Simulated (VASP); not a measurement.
# ZnS (P6_3mc) in VASP: notebook, part 2 of 2

VASP 6.6.1. Earlier steps stand in the parts before.

### 4 Single point, PBE

The input, INCAR:

```
SYSTEM = ZnS
PREC = Accurate
ENCUT = 520
EDIFF = 1E-6
ISMEAR = 0
SIGMA = 0.02
LREAL = .FALSE.
LASPH = .TRUE.
NELM = 100
ALGO = Normal
ISIF = 2
LWAVE = .FALSE.
LCHARG = .FALSE.
GGA = PE
NBANDS = 46
```

The input, KPOINTS:

```
regular mesh
0
G
  12 12 4
  0 0 0
```

The input, POSCAR:

```
ZnS
1.0
    3.8467234059      0.0000000000      0.0000000000
   -1.9233617029      3.3313601908      0.0000000000
    0.0000000000      0.0000000000     12.5902249012
Zn S
4 4
Direct
    0.0000000000      0.0000000000      0.0000503385
    0.0000000000      0.0000000000      0.5000503385
    0.3333333333      0.6666666667      0.2500245045
    0.6666666667      0.3333333333      0.7500245045
    0.0000000000      0.0000000000      0.1872897063
    0.0000000000      0.0000000000      0.6872897063
    0.3333333333      0.6666666667      0.4376354507
    0.6666666667      0.3333333333      0.9376354507
```

Potentials or basis: VASP PAW PBE potentials, release 64 (Zn, S).

Launch:

```console
$ cat potpaw_PBE.64/Zn/POTCAR potpaw_PBE.64/S/POTCAR > POTCAR
$ mpirun -np 1 vasp_std > vasp.out
```

OUTCAR:

```text
SYSTEM = ZnS
   PREC = Accurate
   ENCUT = 520
   EDIFF = 1E-6
   ISMEAR = 0
   LREAL = .FALSE.
   LASPH = .TRUE.
   NELM = 100
   ISIF = 2
   GGA = PE

 ion  position               nearest neighbor table
   1  0.000  0.000  0.000-   8 2.36   8 2.36   8 2.36   5 2.36
   2  0.000  0.000  0.500-   7 2.36   7 2.36   7 2.36   6 2.36
   3  0.333  0.667  0.250-   5 2.36   5 2.36   5 2.36   7 2.36
   4  0.667  0.333  0.750-   6 2.36   6 2.36   6 2.36   8 2.36
   5  0.000  0.000  0.187-   3 2.36   3 2.36   3 2.36   1 2.36
   6  0.000  0.000  0.687-   4 2.36   4 2.36   4 2.36   2 2.36
   7  0.333  0.667  0.438-   2 2.36   2 2.36   2 2.36   3 2.36
[... 1392 lines left out ...]
  Total        0.1697837      0.1697837      0.1582866      0.0000000      0.0000000      0.0000000
  in kB        1.6860117      1.6860117      1.5718408      0.0000000      0.0000000      0.0000000
  external PRESSURE =       1.6479548 kB  Pullay stress =       0.0000000 kB

 VOLUME and BASIS-vectors are now :
 -----------------------------------------------------------------------------
  energy-cutoff  :      520.00
  volume of cell :      161.34
      direct lattice vectors                 reciprocal lattice vectors
     3.846723406  0.000000000  0.000000000     0.259961503  0.150088844  0.000000000
    -1.923361703  3.331360191  0.000000000     0.000000000  0.300177688  0.000000000
     0.000000000  0.000000000 12.590224901     0.000000000  0.000000000  0.079426699

 POSITION                                       TOTAL-FORCE (eV/Angst)
 -----------------------------------------------------------------------------------
      0.00000      0.00000      0.00063         0.000000     -0.000000      0.004092
      0.00000      0.00000      6.29575         0.000000      0.000000      0.004092
     -0.00000      2.22091      3.14786         0.000000      0.000000      0.002793
      1.92336      1.11045      9.44298         0.000000      0.000000      0.002793
      0.00000      0.00000      2.35802         0.000000     -0.000000     -0.004024
      0.00000      0.00000      8.65313        -0.000000      0.000000     -0.004024
     -0.00000      2.22091      5.50993        -0.000000      0.000000     -0.002861
      1.92336      1.11045     11.80504         0.000000     -0.000000     -0.002861
 -----------------------------------------------------------------------------------
    total drift:                               -0.000000     -0.000000      0.000429

  FREE ENERGIE OF THE ION-ELECTRON SYSTEM (eV)
  ---------------------------------------------------
  free  energy   TOTEN  =       -27.3997501194 eV

  energy  without entropy=      -27.3997501194  energy(sigma->0) =      -27.39975012
```

OSZICAR:

```text
N       E                     dE             d eps       ncg     rms          rms(c)
DAV:   1     0.590075741312E+03    0.59008E+03   -0.33263E+04  5244   0.188E+03
DAV:   2     0.530424287718E+02   -0.53703E+03   -0.51628E+03  5244   0.435E+02
DAV:   3    -0.252763651342E+02   -0.78319E+02   -0.77188E+02  5866   0.152E+02
DAV:   4    -0.290472591166E+02   -0.37709E+01   -0.37559E+01  6356   0.335E+01
DAV:   5    -0.291065345589E+02   -0.59275E-01   -0.59247E-01  6246   0.428E+00    0.133E+01
DAV:   6    -0.273622528734E+02    0.17443E+01   -0.35794E+00  8146   0.411E+01    0.103E+01
DAV:   7    -0.274658185676E+02   -0.10357E+00   -0.43492E+00  5884   0.817E+00    0.400E+00
DAV:   8    -0.273991832457E+02    0.66635E-01   -0.28043E-01  6666   0.466E+00    0.119E+00
DAV:   9    -0.273990011377E+02    0.18211E-03   -0.69619E-02  6788   0.264E+00    0.379E-01
DAV:  10    -0.273992303049E+02   -0.22917E-03   -0.34703E-03  6232   0.701E-01    0.199E-01
DAV:  11    -0.273997135431E+02   -0.48324E-03   -0.86083E-04  6408   0.216E-01    0.109E-01
DAV:  12    -0.273997407594E+02   -0.27216E-04   -0.79601E-05  6364   0.176E-01    0.173E-02
DAV:  13    -0.273997448849E+02   -0.41254E-05   -0.13428E-05  6060   0.505E-02    0.146E-02
DAV:  14    -0.273997506735E+02   -0.57886E-05   -0.12675E-05  5752   0.165E-02    0.853E-03
DAV:  15    -0.273997501194E+02    0.55408E-06   -0.93853E-07  4186   0.179E-02
   1 F= -.27399750E+02 E0= -.27399750E+02  d E =-.298158E-14
```

Wall time 11 min (1 thread of Oxide Virtual Turin-like, shared host); peak memory 0.43 GiB.

Results:

```
Free energy            : -27.3998 eV
Pressure               : 0.2 GPa
Largest force          : 0.004 eV/Å
Band gap on the k mesh : 2.05 eV
```

Forces on the atoms (eV/Å):
```
Zn   0.000  0.000  0.004
Zn   0.000  0.000  0.004
Zn   0.000  0.000  0.003
Zn   0.000  0.000  0.003
S    0.000  0.000 -0.004
S    0.000  0.000 -0.004
S    0.000  0.000 -0.003
S    0.000  0.000 -0.003
```

Levels at points of the mesh, in eV from the valence-band top:
| k point | band 34 | band 35 | band 36 | band 37 | band 38 | band 39 |
| --- | --- | --- | --- | --- | --- | --- |
| (0.00, 0.00, 0.00) | -0.04 | 0.00 | 0.00 | 2.05 | 3.16 | 3.33 |
| (0.50, 0.00, 0.00) | -1.52 | -1.07 | -0.84 | 3.30 | 3.38 | 3.77 |
| (0.00, 0.00, 0.50) | -0.14 | -0.14 | -0.14 | 2.91 | 2.91 | 3.28 |
| (0.50, 0.00, 0.50) | -1.45 | -1.06 | -1.06 | 3.70 | 3.70 | 4.01 |

### 5 Single point, PBE

The input, INCAR:

```
PREC     = Accurate       # precision mode
ENCUT    = 520            # plane-wave cutoff, eV
EDIFF    = 1E-6           # SCF threshold, eV
ISMEAR   = 0              # smearing method
SIGMA    = 0.02           # smearing width, eV
LREAL    = False          # projectors in reciprocal space
LASPH    = True           # aspherical terms in the spheres
NELM     = 80             # most SCF steps
ALGO     = Normal         # electronic algorithm
ISIF     = 2              # what is computed and relaxed
LWAVE    = False          # write WAVECAR
LCHARG   = True           # write CHGCAR
GGA      = PE             # functional
LELF     = True           # ELF
LVHAR    = True         
NBANDS   = 46             # bands
```

The input, KPOINTS:

```
Automatic mesh
0
Gamma
  12 12 4
```

POSCAR is that of step 4.

Potentials or basis: VASP PAW PBE potentials, release 64 (Zn, S).

Launch:

```console
$ cat potpaw_PBE.64/Zn/POTCAR potpaw_PBE.64/S/POTCAR > POTCAR
$ mpirun -np 1 vasp_std > vasp.out
```

OUTCAR:

```text
PREC = Accurate
   ENCUT = 520
   EDIFF = 1E-6
   ISMEAR = 0
   LREAL = False
   LASPH = True
   NELM = 80
   ISIF = 2
   GGA = PE

 ion  position               nearest neighbor table
   1  0.000  0.000  0.000-   8 2.36   8 2.36   8 2.36   5 2.36
   2  0.000  0.000  0.500-   7 2.36   7 2.36   7 2.36   6 2.36
   3  0.333  0.667  0.250-   5 2.36   5 2.36   5 2.36   7 2.36
   4  0.667  0.333  0.750-   6 2.36   6 2.36   6 2.36   8 2.36
   5  0.000  0.000  0.187-   3 2.36   3 2.36   3 2.36   1 2.36
   6  0.000  0.000  0.687-   4 2.36   4 2.36   4 2.36   2 2.36
   7  0.333  0.667  0.438-   2 2.36   2 2.36   2 2.36   3 2.36
   8  0.667  0.333  0.938-   1 2.36   1 2.36   1 2.36   4 2.36

  LATTYP: Found a hexagonal cell.
 ALAT       =     3.8467234059
 C/A-ratio  =     3.2729737942

  Lattice vectors:

 A1 = (   3.8467234059,   0.0000000000,   0.0000000000)
 A2 = (  -1.9233617029,   3.3313601908,   0.0000000000)
 A3 = (   0.0000000000,   0.0000000000,  12.5902249012)

Analysis of symmetry for initial positions (statically):
=====================================================================
 Subroutine PRICEL returns:
 Original cell was already a primitive cell.

 Routine SETGRP: Setting up the symmetry group for a
 hexagonal supercell.

 Subroutine GETGRP returns: Found 12 space group operations
 (whereof  6 operations were pure point group operations)
 out of a pool of 24 trial point group operations.

The static configuration has the point symmetry C_3v.
 The point group associated with its full space group is C_6v.

Analysis of symmetry for dynamics (positions and initial velocities):
=====================================================================
 Subroutine PRICEL returns:
 Original cell was already a primitive cell.

 Routine SETGRP: Setting up the symmetry group for a
 hexagonal supercell.

 Subroutine GETGRP returns: Found 12 space group operations
 (whereof  6 operations were pure point group operations)
 out of a pool of 24 trial point group operations.

The dynamic configuration has the point symmetry C_3v.
 The point group associated with its full space group is C_6v.

 Subroutine INISYM returns: Found 12 space group operations
 (whereof  6 operations are pure point group operations),
 and found     1 'primitive' translations

----------------------------------------------------------------------------------------

                                     Primitive cell

  volume of cell :     161.3415

  direct lattice vectors                    reciprocal lattice vectors
     3.846723406  0.000000000  0.000000000     0.259961503  0.150088844  0.000000000
    -1.923361703  3.331360191  0.000000000     0.000000000  0.300177688  0.000000000
     0.000000000  0.000000000 12.590224901     0.000000000  0.000000000  0.079426699

  length of vectors
     3.846723406  3.846723406 12.590224901     0.300177688  0.300177688  0.079426699

  position of ions in fractional coordinates (direct lattice)
     0.000000000  0.000000000  0.000050339
     0.000000000  0.000000000  0.500050339
     0.333333333  0.666666667  0.250024504
     0.666666667  0.333333333  0.750024504
[... 47 lines left out ...]
  0.250000  0.000000  0.000000      6.000000
  0.333333  0.000000  0.000000      6.000000
  0.416667  0.000000  0.000000      6.000000
[... 16 lines left out ...]
  0.250000  0.000000  0.250000     12.000000
  0.333333  0.000000  0.250000     12.000000
 [... further k-points ...]
   k-points           NKPTS =     57   k-points in BZ     NKDIM =     57   number of bands    NBANDS=     46
   number of dos      NEDOS =    301   number of ions     NIONS =      8
   total plane-waves  NPLWV =  86400
   dimension x,y,z NGX =    30 NGY =   30 NGZ =   96
   dimension x,y,z NGXF=    60 NGYF=   60 NGZF=  192
   ions per type =               4   4
   NGX,Y,Z   is equivalent  to a cutoff of  12.97, 12.97, 12.68 a.u.
   NGXF,Y,Z  is equivalent  to a cutoff of  25.93, 25.93, 25.35 a.u.
 SYSTEM =  unknown system
   PREC   = accura    normal or accurate (medium, high low for compatibility)
   ISTART =      0    job   : 0-new  1-cont  2-samecut
   ICHARG =      2    charge: 1-file 2-atom 10-const
   ISPIN  =      1    spin polarized calculation?
   LNONCOLLINEAR =      F non collinear calculations
   LSORBIT =      F    spin-orbit coupling
   LASPH  =      T    aspherical Exc in radial PAW
   ENCUT  =  520.0 eV  38.22 Ry    6.18 a.u.   7.15  7.15 23.41*2*pi/ulx,y,z
   NELM   =     80;   NELMIN=  2; NELMDL= -5     # of ELM steps
   EDIFF  = 0.1E-05   stopping-criterion for ELM
   LREAL  =      F    real-space projection
   EDIFFG = 0.1E-04   stopping-criterion for IOM
   NSW    =      0    number of steps for IOM
   IBRION =     -1    ionic relax: 0-MD 1-quasi-New 2-CG
   NFREE  =      0    steps in history (QN), initial steepest desc. (CG)
   ISIF   =      2    stress and relaxation
   ISYM   =      2    0-nonsym 1-usesym 2-fastsym
   POTIM  = 0.5000    time-step for ionic-motion
   TEBEG  =    0.0;   TEEND  =   0.0 temperature during run
   PSTRESS=    0.0 pullay stress
   NELECT =      72.0000    total number of electrons
   NUPDOWN=      -1.0000    fix difference up-down
   EMIN   =  10.00;   EMAX   =-10.00  energy-range for DOS
   EFERMI =   0.00;   METHOD = LEGACY
   ISMEAR =     0;   SIGMA  =   0.02  broadening in eV -4-tet -1-fermi 0-gaus
   EFERMI_NEDOS =   21; number of points for ismear=-14 and -15
   IALGO  =     38    algorithm
   IMIX   =      4    mixing-type and parameters
     AMIX     =   0.40;   BMIX     =  1.00
     AMIX_MAG =   1.60;   BMIX_MAG =  1.00
  volume/ion in A,a.u.               =      20.17       136.10
  Fermi-wavevector in a.u.,A,eV,Ry     =   1.251037  2.364118 21.294407  1.565095
  Thomas-Fermi vector in A             =   2.385004
   LORBIT       =      0    0 simple, 1 ext, 2 COOP (PROOUT), +10 PAW based schemes
   GGA     = PE    functional components
   LHFCALC =     F    Hartree Fock is set to
   AEXX    =    0.0000 exact exchange contribution
   IVDW    =     0    specifies the selected vdW correction
   LEPSILON=     F    determine dielectric tensor
   LRPA    =     F    only Hartree local field effects (RPA)
 non-spin polarized calculation
 Gauss-broadening in eV      SIGMA  =   0.02
  energy-cutoff  :      520.00
  volume of cell :      161.34
 maximum number of plane-waves:      4389
 NGX is ok and might be reduce to    30
   NGX = 15   NGY = 15   NGZ = 47

 number of electron      72.0000044 magnetization

 Free energy of the ion-electron system (eV)
  ---------------------------------------------------
  ext. energy  EPLUGINS =         0.00000000
  ---------------------------------------------------
  free energy    TOTEN  =       -27.39975012 eV

  energy without entropy =      -27.39975012  energy(sigma->0) =      -27.39975012

 E-fermi :   2.0084     XC(G=0):  -9.5235

 val. band max:        1.9118352033   @ k =   0.0000   0.0000   0.0000
 cond. band min:       3.9642157488   @ k =   0.0000   0.0000   0.0000
 fundamental gap:      2.0523805456
 Fermi energy:         2.0083728868

 k-point     1 :       0.0000    0.0000    0.0000
  band No.  band energies     occupation
      1     -11.0892      2.00000
      2     -10.6873      2.00000
      3     -10.6783      2.00000
      4     -10.2007      2.00000
      5      -4.3434      2.00000
      6      -4.3385      2.00000
[... 1165 lines left out ...]
     45       9.0531      0.00000
     46       9.5927      0.00000

 [... further k-points ...]

------------------------ aborting loop because EDIFF is reached ----------------------------------------

  FORCE on cell =-STRESS in cart. coord.  units (eV):
  Direction    XX          YY          ZZ          XY          YZ          ZX
  --------------------------------------------------------------------------------------
  -------------------------------------------------------------------------------------
  Total        0.1697837      0.1697837      0.1582866      0.0000000      0.0000000      0.0000000
  in kB        1.6860117      1.6860117      1.5718408      0.0000000      0.0000000      0.0000000
  external PRESSURE =       1.6479548 kB  Pullay stress =       0.0000000 kB

 VOLUME and BASIS-vectors are now :
 -----------------------------------------------------------------------------
  energy-cutoff  :      520.00
  volume of cell :      161.34
      direct lattice vectors                 reciprocal lattice vectors
     3.846723406  0.000000000  0.000000000     0.259961503  0.150088844  0.000000000
    -1.923361703  3.331360191  0.000000000     0.000000000  0.300177688  0.000000000
     0.000000000  0.000000000 12.590224901     0.000000000  0.000000000  0.079426699

 POSITION                                       TOTAL-FORCE (eV/Angst)
 -----------------------------------------------------------------------------------
      0.00000      0.00000      0.00063         0.000000     -0.000000      0.004092
      0.00000      0.00000      6.29575         0.000000      0.000000      0.004092
     -0.00000      2.22091      3.14786         0.000000      0.000000      0.002793
      1.92336      1.11045      9.44298         0.000000      0.000000      0.002793
      0.00000      0.00000      2.35802         0.000000     -0.000000     -0.004024
      0.00000      0.00000      8.65313        -0.000000      0.000000     -0.004024
     -0.00000      2.22091      5.50993        -0.000000      0.000000     -0.002861
      1.92336      1.11045     11.80504         0.000000     -0.000000     -0.002861
 -----------------------------------------------------------------------------------
    total drift:                               -0.000000     -0.000000      0.000429

  FREE ENERGIE OF THE ION-ELECTRON SYSTEM (eV)
  ---------------------------------------------------
  free  energy   TOTEN  =       -27.3997501194 eV

  energy  without entropy=      -27.3997501194  energy(sigma->0) =      -27.39975012
```

Wall time 7.3 min (1 thread of Oxide Virtual Turin-like, shared host); peak memory 0.43 GiB.

Results:

```yaml
Free_energy: -27.3998 eV
Pressure: 0.2 GPa
Largest_force: 0.004 eV/Å
Band_gap_on_the_k_mesh: 2.05 eV
```

Forces on the atoms (eV/Å):
```
Zn   0.000  0.000  0.004
Zn   0.000  0.000  0.004
Zn   0.000  0.000  0.003
Zn   0.000  0.000  0.003
S    0.000  0.000 -0.004
S    0.000  0.000 -0.004
S    0.000  0.000 -0.003
S    0.000  0.000 -0.003
```

Levels at points of the mesh, in eV from the valence-band top:
```tsv
k point	band 32	band 33	band 34	band 35	band 36	band 37	band 38	band 39	band 40	band 41
(0.00, 0.00, 0.00)	-0.44	-0.44	-0.04	0.00	0.00	2.05	3.16	3.33	3.57	6.36
(0.50, 0.00, 0.00)	-1.54	-1.54	-1.52	-1.07	-0.84	3.30	3.38	3.77	4.35	4.87
(0.00, 0.00, 0.50)	-0.73	-0.14	-0.14	-0.14	-0.14	2.91	2.91	3.28	3.28	6.29
(0.50, 0.00, 0.50)	-1.97	-1.45	-1.45	-1.06	-1.06	3.70	3.70	4.01	4.01	4.69
```

### 6 Overview

| task | cell | k mesh | cutoff (eV) | smearing | gap on the mesh (eV) | pressure (GPa) |
| --- | --- | --- | --- | --- | --- | --- |
| single point | a = 3.847, b = 3.847, c = 12.590 Å, angles 90.0, 90.0, 60.0°, 8 atoms, atomic positions A | 8 × 8 × 2 | 520 | gaussian 0.05 eV | 2.05 | 0.2 |
| relaxation of cell and atoms | relaxed from a = 3.823, b = 3.823, c = 12.520 Å, angles 90.0, 90.0, 120.0°, 8 atoms, atomic positions B | 12 × 12 × 4 | 600 | gaussian 0.02 eV | 2.04 | 0.0 |
| single point | a = 3.847, b = 3.847, c = 12.590 Å, angles 90.0, 90.0, 120.0°, 8 atoms, atomic positions A | 12 × 12 × 4 | 520 | gaussian 0.02 eV | 2.05 | 0.2 |

Alike in all rows: level PBE; potentials or basis VASP PAW PBE potentials, release 64 (Zn, S); no spin polarisation.

Absolute energies hang on the potentials; compare differences alone.

### 7 Comparison with measurements

Step 2. Against the measured gap of ZnS, 3.911 eV (direct; 4 K; a printed reference work, monograph), the calculated 2.05 eV is off by -1.86 eV. The value is that of PBE, without temperature or zero-point motion. Semilocal functionals fall short of measured gaps as a rule.

Step 4. Measured gap of ZnS: 3.911 eV (direct; 4 K; a printed reference work, monograph). This calculation gives 2.05 eV (-1.86 eV). The value is that of PBE on a finite k mesh, which can miss the band edges, without temperature or zero-point motion. Semilocal functionals fall short of measured gaps as a rule.

Step 5. Against the measured gap of ZnS, 3.911 eV (direct; 4 K; a printed reference work, monograph), the calculated 2.05 eV is off by -1.86 eV. The value is that of PBE on a finite k mesh, which can miss the band edges, without temperature or zero-point motion. Semilocal functionals fall short of measured gaps as a rule.
